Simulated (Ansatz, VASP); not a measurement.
One calculation of CdSe, two programs

The input INCAR:

```
  ALGO = Fast
  EDIFF = 1E-6
  ENCUT = 520
  GGA = PS
  ISIF = 2
  ISMEAR = 0
  LASPH = True
  LCHARG = False
  LREAL = False
  LWAVE = False
  NBANDS = 16
  NELM = 100
  PREC = Accurate
  SIGMA = 0.1
```

KPOINTS

```
k-points
0
Gamma
  12 12 12
```

POSCAR

```
CdSe
1.0
    0.0000000000      2.8092939450      2.8092939450
    2.8092939450      0.0000000000      2.8092939450
    2.9242522650      2.9242522650     -0.1149583200
Cd Se
1 1
Direct
    0.0150667721      0.0150667721     -0.0452003163
    0.4849332279      0.4849332279      0.5452003163
```

Input for Ansatz:

```yaml
crystal:
  lattice:
    - [0.0, 2.809293945, 2.809293945]
    - [2.809293945, 0.0, 2.809293945]
    - [2.924252265, 2.924252265, -0.11495832]
  atoms:
    - { symbol: Cd, position: [0.0150667721, 0.0150667721, -0.0452003163] }
    - { symbol: Se, position: [0.4849332279, 0.4849332279, 0.5452003163] }
basis:
  ecutwfc: 420
kpoints:
  mp_grid: { grid: [12, 12, 12] }
hamiltonian:
  xc: pbesol
scf:
  occupations: { method: gaussian, width: 0.1 }
output:
  forces: true
  stress: true
  eigenvalues: true
```

Alike in both runs: task single point; functional PBEsol; k mesh 12 × 12 × 12; occupations gaussian, width 0.1 eV; no spin polarisation.

```csv
,VASP,Ansatz
version,VASP 6.6.1,Ansatz 0.2.0
potentials or method,"VASP PAW PBE potentials, release 64 (Cd, Se)","scalar-relativistic, plane waves, PAW"
plane-wave cutoff (eV),520,420
valence electrons in the cell,18,36
```

|  | VASP | Ansatz | Ansatz less VASP |
| --- | --- | --- | --- |
| gap on the k mesh at the Fermi level (eV) | none | none | - |
| pressure (GPa) | -0.9 | -1.2 | -0.39 |
| largest component of the traceless stress (GPa) | 1.29 | 1.28 | -0.014 |
| rms of the force components (eV/Å) | 0.210 | 0.191 | -0.0184 |

Atom by atom the forces differ by 0.018 eV/Å (rms over components). A gap of «none» marks a metal or a gap that the smearing closes. The functional is the same, so the differences come from potentials, cutoffs and numerics. The two sets of potentials don't hold the same shells in valence.

Caveats: the PAW data sets were made with another functional, which shifts forces and pressure a little (VASP).
